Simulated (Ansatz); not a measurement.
## Os: strain and displacement

```
CELL_PARAMETERS angstrom
2.73410 0.00000 0.00000
-1.36705 2.36780 0.00000
0.00000 0.00000 4.31970
ATOMIC_POSITIONS crystal
Os 0.33333 0.66667 0.25000
Os 0.66667 0.33333 0.75000
```

Atoms are numbered in the order listed.

Conventional cell: a = 2.734 Å, b = 2.734 Å, c = 4.320 Å, α = 90.00°, β = 90.00°, γ = 120.00°. Around Os (atom 1) lie 12 Os at 2.68 to 2.73 Å.

The cell comes from COD entry 9017843, which wasn't checked; take it as a given geometry.

No spin–orbit coupling, which matters for the heavy atoms here.

The calculation used DFT, PBEsol, all-electron PAW with datasets made for the crystal, scalar-relativistic (Ansatz 0.2.0).

Sampling and basis: a Γ-centred 17×17×10 k mesh, Fermi–Dirac smearing of 0.08 eV, cutoff 320 eV (chosen by the program for this cell), no spin polarisation.

The unchanged cell is at -2.70 GPa.

In a metal, stresses and small energies carry noise from the k mesh.

x, y and z are the Cartesian axes of the cell as listed; fractional coordinates follow a strain, and an engineering shear is twice the off-diagonal strain component.

**Question.** One change gave: energy change +14 meV/atom; stress change (xx, yy, zz, yz, xz, xy) 0.31, 0.56, 0.61, -5.30, -5.29, -5.54 GPa, compression positive; change of the force on Os2 (0.014, -0.003, -0.015) eV/Å. Which change was it?
A. equal xy, yz and zx engineering shear strains of -1 %
B. equal xy, yz and zx engineering shear strains of -2 %
C. equal xy, yz and zx engineering shear strains of +2 %
D. equal xy, yz and zx engineering shear strains of +1 %

**Answer.** C. For equal xy, yz and zx engineering shear strains of -2 %: energy change +15 meV/atom; stress change (xx, yy, zz, yz, xz, xy) 0.29, 0.56, 0.64, 5.45, 5.45, 5.69 GPa, compression positive; change of the force on Os1 (0.065, 0.003, 0.018) eV/Å. For equal xy, yz and zx engineering shear strains of -1 %: energy change +4 meV/atom; stress change (xx, yy, zz, yz, xz, xy) 0.08, 0.14, 0.16, 2.72, 2.72, 2.84 GPa, compression positive; change of the force on Os1 (0.025, 0.001, 0.004) eV/Å. For equal xy, yz and zx engineering shear strains of +1 %: energy change +4 meV/atom; stress change (xx, yy, zz, yz, xz, xy) 0.08, 0.14, 0.15, -2.68, -2.68, -2.81 GPa, compression positive; change of the force on Os2 (0.012, -0.001, -0.004) eV/Å.
